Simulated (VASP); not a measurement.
# CoSi (P1) in VASP: notebook, part 3 of 3

VASP 6.6.1. The steps go on from the part before.

## Step 4: Optical spectrum, PBEsol, collinear spin, ferromagnetic start

File INCAR:

```
ALGO     = Normal         # electronic algorithm
CSHIFT   = 0.05         
EDIFF    = 1E-7           # SCF threshold, eV
ENCUT    = 520            # plane-wave cutoff, eV
GGA      = PS             # functional
ISIF     = 2              # what is computed and relaxed
ISMEAR   = 0              # smearing method
ISPIN    = 2              # spin polarisation
LASPH    = True           # aspherical terms in the spheres
LCHARG   = False          # write CHGCAR
LMAXMIX  = 4              # l up to which the mixer works
LOPTICS  = True           # frequency-dependent dielectric function
LORBIT   = 11             # projections on sites
LREAL    = False          # projectors in reciprocal space
LWAVE    = False          # write WAVECAR
MAGMOM   = 2 0            # initial moments
NBANDS   = 38             # bands
NEDOS    = 2000           # points of the DOS
NELM     = 100            # most SCF steps
PREC     = Accurate       # precision mode
SIGMA    = 0.02           # smearing width, eV
```

File KPOINTS:

```
k-points
0
Gamma
  9 10 9
```

File POSCAR:

```
CoSi
1.0
    2.8722606400     -0.0393196700      0.0097061400
   -0.0393196700      2.7429921600     -0.0240786400
    0.0097061400     -0.0240786400      2.8315353700
Co Si
1 1
Direct
    0.9210680600      0.9948622900      0.9022598400
    0.5789319400      0.5051377100      0.5977401600
```

Potentials or basis: VASP PAW PBE potentials, release 64 (Co, Si).

The run is started by

```console
$ cat potpaw_PBE.64/Co/POTCAR potpaw_PBE.64/Si/POTCAR > POTCAR
$ mpirun -np 1 vasp_std > vasp.out
```

OUTCAR:

```text
EDIFF = 1E-7
   ENCUT = 520
   GGA = PS
   ISIF = 2
   ISMEAR = 0
   ISPIN = 2
   LASPH = True
   LORBIT = 11
   LREAL = False
   NELM = 100
   PREC = Accurate

 ion  position               nearest neighbor table
   1  0.921  0.995  0.902-   2 1.85   2 1.95   2 2.48   2 2.49   2 2.58   2 2.60   2 3.04   2 3.09

   2  0.579  0.505  0.598-   1 1.85   1 1.95   1 2.48   1 2.49   1 2.58   1 2.60   1 3.04   1 3.09

  LATTYP: Found a triclinic cell.
 ALAT       =     6.2966755622
 B/A-ratio  =     1.0144112796
 C/A-ratio  =     1.3162735163
 COS(alpha) =     0.0003883382
 COS(beta)  =     0.5826308146
 COS(gamma) =     0.8102046843

  Lattice vectors:

 A1 = (  -5.7052016100,  -2.6643528200,   0.0046663600)
 A2 = (  -5.7348151400,   0.0545607000,   2.8121230900)
 A3 = (  -2.8130335800,  -5.3985073700,  -5.6246196000)

Analysis of symmetry for initial positions (statically):
=====================================================================
 Subroutine PRICEL returns:
 Original cell was already a primitive cell.

 Routine SETGRP: Setting up the symmetry group for a
 triclinic supercell.

 Subroutine GETGRP returns: Found  1 space group operations
 (whereof  1 operations were pure point group operations)
 out of a pool of  2 trial point group operations.

The static configuration has the point symmetry C_1 .

Analysis of symmetry for dynamics (positions and initial velocities):
=====================================================================
 Subroutine PRICEL returns:
 Original cell was already a primitive cell.

 Routine SETGRP: Setting up the symmetry group for a
 triclinic supercell.

 Subroutine GETGRP returns: Found  1 space group operations
 (whereof  1 operations were pure point group operations)
 out of a pool of  2 trial point group operations.

The dynamic configuration has the point symmetry C_1 .

Analysis of structural, dynamic, and magnetic symmetry:
=====================================================================
 Subroutine PRICEL returns:
 Original cell was already a primitive cell.

 Routine SETGRP: Setting up the symmetry group for a
 triclinic supercell.

 Subroutine GETGRP returns: Found  1 space group operations
 (whereof  1 operations were pure point group operations)
[... 677 lines left out ...]
      5      10.3446      1.00000
      6      10.6450      1.00000
[... 493 lines left out ...]
     17      31.9813      0.00000
     18      36.7047      0.00000

 [... further k-points ...]

 [bands above 18 left out]

------------------------ aborting loop because EDIFF is reached ----------------------------------------

  FORCE on cell =-STRESS in cart. coord.  units (eV):
  Direction    XX          YY          ZZ          XY          YZ          ZX
  --------------------------------------------------------------------------------------
  -------------------------------------------------------------------------------------
  Total        3.7010356      9.8549494      2.3447405      1.8068621      1.6261655      6.1527040
  in kB      265.8800637    707.9733460    168.4446805    129.8038326    116.8227009    442.0063738
  external PRESSURE =     380.7660301 kB  Pullay stress =       0.0000000 kB

 VOLUME and BASIS-vectors are now :
 -----------------------------------------------------------------------------
  energy-cutoff  :      520.00
  volume of cell :       22.30
      direct lattice vectors                 reciprocal lattice vectors
     2.872260640 -0.039319670  0.009706140     0.348229905  0.004981627 -0.001151325
    -0.039319670  2.742992160 -0.024078640     0.004981627  0.364663869  0.003083930
     0.009706140 -0.024078640  2.831535370    -0.001151325  0.003083930  0.353195458

 POSITION                                       TOTAL-FORCE (eV/Angst)
 -----------------------------------------------------------------------------------
      2.61519      2.67096      2.53977         5.970841      2.020393      5.629097
      1.64878      1.34843      1.68598        -5.970841     -2.020393     -5.629097
 -----------------------------------------------------------------------------------
    total drift:                               -0.000207      0.000294      0.000148

  FREE ENERGIE OF THE ION-ELECTRON SYSTEM (eV)
  ---------------------------------------------------
  free  energy   TOTEN  =       -12.4586659321 eV

  energy  without entropy=      -12.4583605754  energy(sigma->0) =      -12.45851325

 electrical conductivity sigma (Mega S m-1) (frequency dependency in vasprun.xml)
  --------------------------------------------------------------------------------------
       0.076      -0.014      -0.007
      -0.014       0.115       0.012
      -0.007       0.012       0.050

  frequency dependent IMAGINARY DIELECTRIC FUNCTION (independent particle, no local field effects) density-density
     E(ev)      X         Y         Z        XY        YZ        ZX
  --------------------------------------------------------------------------------------------------------------
     0.00000     0.00000     0.00000     0.00000     0.00000     0.00000     0.00000
     0.89307     9.61396     8.52309    25.70562     1.23849     4.32971     0.41147
     1.78613    14.12020    22.64027    12.90410     0.03041    -0.42706     3.66381
     2.67920    13.31559    14.52617    11.30368     0.88515    -0.52104    -1.22861
     3.57226     7.79644     9.82489     7.56932     0.81869     0.10558    -0.43268
     4.46533     7.29736     6.90158     7.29529     0.21048     0.12333    -0.43151
[... 92 lines left out ...]
    87.52039     0.00011     0.00011     0.00011    -0.00002     0.00005     0.00003
    88.41346     0.00011     0.00011     0.00011    -0.00002     0.00005     0.00003

  frequency dependent      REAL DIELECTRIC FUNCTION (independent particle, no local field effects) density-density
     E(ev)        X           Y           Z          XY          YZ          ZX
  --------------------------------------------------------------------------------------------------------------
     0.00000    27.23234    35.14620    31.56654   -11.48296     9.90309    -9.66812
     0.89307    24.43598    22.15208    18.93426     1.21112     4.75458     1.72273
     1.78613     7.28604    13.70493     7.75455     0.29773     0.15475    -0.14278
     2.67920     6.96671     8.05939     6.99360    -0.64588     0.55934    -3.51803
     3.57226     2.89951     2.74533     4.94451    -0.25031     0.40425    -0.89057
     4.46533     4.84688     5.08734     5.67881    -0.38752    -0.17261     0.22513
[... 92 lines left out ...]
    87.52039     0.91551     0.91433     0.91446    -0.00027    -0.00004    -0.00130
    88.41346     0.91746     0.91630     0.91644    -0.00027    -0.00004    -0.00127

  frequency dependent IMAGINARY DIELECTRIC FUNCTION (independent particle, no local field effects) current-current
     E(ev)      X         Y         Z        XY        YZ        ZX
  --------------------------------------------------------------------------------------------------------------
     0.00000    58.90724    77.00588    68.70867   -10.73243    10.55227    -7.71955
     0.89307    12.25688    10.91100    27.61488     1.39127     4.93310     0.64302
     1.78613    14.43663    23.31631    13.25641     0.05201    -0.40983     3.64550
     2.67920    13.52889    14.79136    11.52483     0.86164    -0.50013    -1.36446
     3.57226     7.84208     9.87111     7.67503     0.80975     0.11743    -0.46158
     4.46533     7.38111     6.99054     7.39862     0.20142     0.11895    -0.42587
[... 92 lines left out ...]
    87.52039     0.00001     0.00001     0.00001    -0.00002     0.00005     0.00003
    88.41346     0.00001     0.00001     0.00001    -0.00002     0.00005     0.00003

  frequency dependent      REAL DIELECTRIC FUNCTION (independent particle, no local field effects) current-current
     E(ev)        X           Y           Z          XY          YZ          ZX
  --------------------------------------------------------------------------------------------------------------
     0.00000    27.01936    34.68387    31.24869     1.98168    -0.33692     2.56019
     0.89307    23.40009    21.22785    15.96351     1.02437     4.25997     1.61891
     1.78613     6.50706    12.40894     7.05939     0.29130     0.19106    -0.35107
     2.67920     6.46902     7.51626     6.57540    -0.68666     0.58465    -3.47092
     3.57226     2.68975     2.47589     4.73863    -0.27685     0.40342    -0.88066
     4.46533     4.68375     4.93696     5.51648    -0.39348    -0.17335     0.23356
[... 92 lines left out ...]
    87.52039     0.91552     0.91434     0.91447    -0.00028    -0.00004    -0.00130
    88.41346     0.91747     0.91631     0.91644    -0.00027    -0.00004    -0.00128

 total charge

# of ion       s       p       d       tot
------------------------------------------
    1        0.525   0.643   7.818   8.986
    2        0.789   0.948   0.000   1.737
--------------------------------------------------
tot          1.314   1.591   7.818  10.724

 magnetization (x)

# of ion       s       p       d       tot
------------------------------------------
    1       -0.000  -0.000  -0.000  -0.000
    2       -0.000   0.000   0.000  -0.000
--------------------------------------------------
tot         -0.000  -0.000  -0.000  -0.000
```

Run time: 10 min. Hardware: 1 thread of Intel Xeon Platinum 8375C at 2.90GHz (Ice Lake), shared host; peak memory 0.79 GiB.

Results:

```
Free energy                                           : -12.4587 eV
Pressure                                              : 38.1 GPa
Largest force                                         : 8.451 eV/Å
Band gap on the k mesh                                : none (metal or under the smearing width)
Net moment                                            : 0.00 μB per cell
Valence electrons inside the program's atomic spheres : Co 8.99; Si 1.74
```

Forces on the atoms (eV/Å):
```
Co   5.971  2.020  5.629
Si  -5.971 -2.020 -5.629
```

Levels at points of the mesh, in eV from the Fermi level:
Spin up:
| k point | band 4 | band 5 | band 6 | band 7 | band 8 | band 9 | band 10 | band 11 |
| --- | --- | --- | --- | --- | --- | --- | --- | --- |
| (0.00, 0.00, 0.00) | -2.25 | -1.41 | -1.11 | 3.73 | 4.72 | 4.75 | 7.11 | 7.58 |
| (0.00, 0.50, 0.00) | -3.03 | -2.52 | -1.20 | -0.39 | 5.74 | 6.72 | 9.51 | 10.38 |
Spin down:
| k point | band 5 | band 6 | band 7 | band 8 | band 9 | band 10 |
| --- | --- | --- | --- | --- | --- | --- |
| (0.00, 0.00, 0.00) | -1.41 | -1.11 | 3.73 | 4.72 | 4.75 | 7.11 |
| (0.00, 0.50, 0.00) | -2.52 | -1.20 | -0.39 | 5.74 | 6.72 | 9.51 |

Dielectric function (mean over the directions given):
| energy (eV) | real part | imaginary part |
| --- | --- | --- |
| 0.27 | 34.72 | 1.77 |
| 1.25 | 12.87 | 16.50 |
| 2.32 | 7.81 | 14.82 |
| 3.30 | 4.03 | 10.38 |
| 4.38 | 5.07 | 7.07 |
| 5.36 | 8.92 | 10.06 |
| 6.43 | -1.48 | 12.87 |
| 7.50 | -2.85 | 9.12 |
| 8.48 | -3.32 | 6.35 |
| 9.56 | -2.43 | 4.68 |
| 10.54 | -2.74 | 3.14 |
| 11.61 | -2.27 | 2.34 |
| 12.59 | -1.61 | 1.68 |
| 13.66 | -1.31 | 1.67 |
| 14.74 | -1.13 | 1.32 |
| 15.72 | -0.78 | 0.91 |
| 16.79 | -0.55 | 0.93 |
| 17.77 | -0.45 | 0.64 |
| 18.84 | -0.29 | 0.58 |
| 19.92 | -0.07 | 0.49 |

Caveat: the starting moments collapsed, and a magnetic state may lie lower; spectra need much finer meshes, so this one isn't converged; independent-particle spectra lack excitons; the intraband (Drude) part of a metal's response may be missing; so large a pressure means that the cell lies far from this level's equilibrium, or that cutoff or potentials fall short; the potentials were made for another functional, which shifts forces and pressure.

## Step 5: Density of states, PBEsol, collinear spin, ferromagnetic start

POSCAR is that of step 4.

File INCAR.step1:

```
SYSTEM = CoSi
PREC = Accurate
ENCUT = 520
EDIFF = 1E-7
ISMEAR = 0
SIGMA = 0.02
LREAL = .False.
LASPH = .True.
NELM = 150
ALGO = Fast
ISIF = 2
LWAVE = .False.
LCHARG = .True.
ISPIN = 2
MAGMOM = 2 0
LMAXMIX = 4
GGA = PS
```

File KPOINTS.step1:

```
Automatic mesh
0
Gamma
  9 10 9
  0 0 0
```

File INCAR.step2:

```
SYSTEM = CoSi
PREC = Accurate
ENCUT = 520
EDIFF = 1E-7
ISMEAR = -5
SIGMA = 0.02
LREAL = .False.
LASPH = .True.
NELM = 150
ALGO = Fast
ISIF = 2
LWAVE = .False.
LCHARG = .False.
ISPIN = 2
MAGMOM = 2 0
LORBIT = 11
LMAXMIX = 4
GGA = PS
NEDOS = 2001
ICHARG = 11
```

File KPOINTS.step2:

```
Automatic mesh
0
Gamma
  14 15 14
  0 0 0
```

The run is started by

```console
$ cat potpaw_PBE.64/Co/POTCAR potpaw_PBE.64/Si/POTCAR > POTCAR
$ cp INCAR.step1 INCAR
$ cp KPOINTS.step1 KPOINTS
$ mpirun -np 1 vasp_std > vasp.out
$ cp INCAR.step2 INCAR
$ cp KPOINTS.step2 KPOINTS
$ mpirun -np 1 vasp_std > vasp.out
```

Wall time 7.1 min (1 thread of Intel Xeon Platinum 8375C at 2.90GHz (Ice Lake), shared host); peak memory 0.69 GiB.

Results (log left out):

* Net moment: 0.00 μB per cell
* Valence electrons inside the program's atomic spheres: Co 8.99; Si 1.74

Levels at points of the mesh, in eV from the Fermi level:
Spin up:
```tsv
k point	band 4	band 5	band 6	band 7	band 8	band 9	band 10	band 11
(0.00, 0.00, 0.00)	-2.27	-1.42	-1.12	3.71	4.70	4.73	7.10	7.56
(0.50, 0.00, 0.00)	-2.98	-2.19	-1.31	-0.40	6.30	8.24	8.72	11.17
(0.00, 0.00, 0.50)	-2.82	-2.27	-1.44	-0.14	6.38	8.05	8.40	10.97
(0.50, 0.00, 0.50)	-2.95	-2.89	-1.89	-0.63	0.94	2.37	9.95	13.38
```
Spin down:
| k point | band 5 | band 6 | band 7 | band 8 | band 9 | band 10 |
| --- | --- | --- | --- | --- | --- | --- |
| (0.00, 0.00, 0.00) | -1.42 | -1.12 | 3.71 | 4.70 | 4.73 | 7.10 |
| (0.50, 0.00, 0.00) | -2.19 | -1.31 | -0.40 | 6.30 | 8.24 | 8.72 |
| (0.00, 0.00, 0.50) | -2.27 | -1.44 | -0.14 | 6.38 | 8.05 | 8.40 |
| (0.50, 0.00, 0.50) | -2.89 | -1.89 | -0.63 | 0.94 | 2.37 | 9.95 |

States per cell in windows of 1 eV (zero at the Fermi level; states under -8 eV left out):
```tsv
from (eV)	up	down	Co1_d_down	Co1_d_up	Si2_p_up	Si2_p_down	Co1_p_down	Co1_p_up
-8.0	0.19	0.19	0.04	0.04	0.02	0.02	0.02	0.02
-7.0	0.25	0.25	0.06	0.06	0.05	0.05	0.02	0.02
-6.0	0.58	0.58	0.21	0.21	0.11	0.11	0.04	0.04
-5.0	0.82	0.82	0.44	0.44	0.13	0.13	0.06	0.06
-4.0	0.44	0.44	0.33	0.33	0.03	0.03	0.01	0.01
-3.0	1.62	1.62	1.31	1.31	0.07	0.07	0.04	0.04
-2.0	1.19	1.19	1.01	1.01	0.02	0.02	0.03	0.03
-1.0	0.61	0.61	0.49	0.49	0.02	0.02	0.02	0.02
0.0	0.40	0.40	0.24	0.24	0.04	0.04	0.03	0.03
1.0	0.41	0.41	0.18	0.18	0.05	0.05	0.03	0.03
2.0	0.43	0.43	0.15	0.15	0.06	0.06	0.05	0.05
3.0	0.37	0.37	0.10	0.10	0.06	0.06	0.05	0.05
4.0	0.35	0.35	0.09	0.09	0.07	0.07	0.05	0.05
5.0	0.46	0.46	0.11	0.11	0.10	0.10	0.05	0.05
6.0	0.42	0.42	0.08	0.08	0.10	0.10	0.04	0.04
7.0	0.36	0.36	0.06	0.06	0.08	0.08	0.04	0.04
```

Caveat: the starting moments collapsed, and a magnetic state may lie lower; the PAW data sets were made with another functional, which shifts forces and pressure a little; tetrahedron occupations give inexact forces and stress in metals.
